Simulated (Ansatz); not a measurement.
**SnS2 (CdI2 type): equation of state and elastic constants**

An exercise on one series of results from a longer session: the logs are not shown, and one member is left open.

Method: DFT r²SCAN, scalar-relativistic, plane waves, PAW, in Ansatz 0.2.0.

## Starting point

Symmetry: P-3m1, No. 164, trigonal system. The conventional cell has a = 3.673 Å, b = 3.673 Å, c = 6.275 Å, α = 90.00°, β = 90.00°, γ = 120.00°. Around Sn (site symmetry -3m) lie 6 S at 2.58 Å. S (site symmetry 3m) has 3 Sn at 2.58 Å in its first shell of neighbours.

Structure file:

```cif
data_structure
_symmetry_space_group_name_H-M 'P 1'
_symmetry_Int_Tables_number 1
_cell_length_a 3.6735
_cell_length_b 3.6735
_cell_length_c 6.2751
_cell_angle_alpha 90.000
_cell_angle_beta 90.000
_cell_angle_gamma 120.000
_cell_volume 73.33
loop_
_atom_site_label
_atom_site_type_symbol
_atom_site_fract_x
_atom_site_fract_y
_atom_site_fract_z
_atom_site_occupancy
Sn1 Sn 0.00000 0.00000 0.00000 1
S1 S 0.33333 0.66667 0.23296 1
S2 S 0.66667 0.33333 0.76704 1
```

An earlier run at r²SCAN left this cell at 24.445 Å³/atom and 0.00 GPa (8×8×4 mesh).

Volume factors to run: 0.980, 1.020, 0.960, 1.040, 1.070.

Set-up of the first run:

Input file input.yaml:

```yaml
crystal:
  lattice:
    - [3.6488257261, 0.0, 0.0]
    - [-1.824412863, 3.1599757727, 0.0]
    - [0.0, 0.0, 6.2329896793]
  atoms:
    - { symbol: Sn, position: [0.0, 0.0, 0.0] }
    - { symbol: S, position: [0.3333333333, 0.6666666667, 0.2329618837] }
    - { symbol: S, position: [0.6666666667, 0.3333333333, 0.7670381163] }
basis:
  ecutwfc: 500
  ecutrho_ratio: 4
kpoints:
  mp_grid: { grid: [8, 8, 4] }
hamiltonian:
  xc: r2scan
scf:
  occupations: { method: gaussian, width: 0.05 }
output:
  forces: true
  stress: true
  eigenvalues: true
relax:
  f_tol: 0.01
  max_steps: 40
  cell: { stress_tol: 0.1, fix: [volume] }
```

Command:

```console
$ ansatz run input.yaml --threads 4 --pin off --max-ram 7168MiB --backend cpu --events-out ev --progress --plain --runs-dir out
```

Steps of the session up to this table: Scaling the volume by 0.980; Volume × 1.020; Volume × 0.960; Volume × 1.040; At 1.070 of the relaxed volume.

One of the session's tables, all rows but one given; the rest of the session is left out.

It belongs to the step «The fit». 

```
volume (Å³/atom)  energy (meV/atom)  pressure (GPa)  gap (eV)
          23.467               1.82            0.63      1.87
          23.956                  ?               ?         ?
          24.445               0.00            0.00      1.93
          24.934               0.31           -0.19      1.93
          25.423               1.11           -0.40      1.93
          26.156               2.77           -0.45      1.93
```

**Question.** Estimate the row for volume (Å³/atom) = 23.956.

Worked estimate for «energy (meV/atom)». A straight line through the neighbours (23.467, 1.82) and (24.445, 0.00) gives 1.82 + (0.00 − 1.82) × (23.956 − 23.467) / (24.445 − 23.467) = 0.91; a parabola fitted to 3 rows on both sides gives 0.50.

As computed: energy (meV/atom): 0.41; pressure (GPa): 0.24; gap (eV): 1.91. In «energy (meV/atom)» the line misses by +0.50 and the parabola by +0.09.
